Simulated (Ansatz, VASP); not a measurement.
Two plane-wave programs on Mo

```
CELL_PARAMETERS angstrom
-1.55566 1.55566 1.55566
1.55566 -1.55566 1.55566
1.55566 1.55566 -1.55566
ATOMIC_POSITIONS crystal
Mo 0.00000 0.00000 0.00000
```

Alike in both runs: functional LDA; k mesh 18 × 18 × 18; occupations gaussian, width 0.1 eV; no spin polarisation.

Ansatz relaxed the structure, and its values are those at the end. VASP's run is a single point on that final structure, the one shown.

```csv
,VASP,Ansatz
version,VASP 6.6.1,Ansatz 0.2.0
potentials or method,"VASP PAW LDA potentials, release 64 (Mo_sv)","scalar-relativistic, plane waves, PAW"
plane-wave cutoff (eV),520,420
valence electrons in the cell,14,14
```

|  | VASP | Ansatz | Ansatz less VASP |
| --- | --- | --- | --- |
| gap on the k mesh at the Fermi level (eV) | none | none | - |
| pressure (GPa) | 1.2 | 0.0 | -1.23 |

A gap of «none» marks a metal or a gap that the smearing closes.
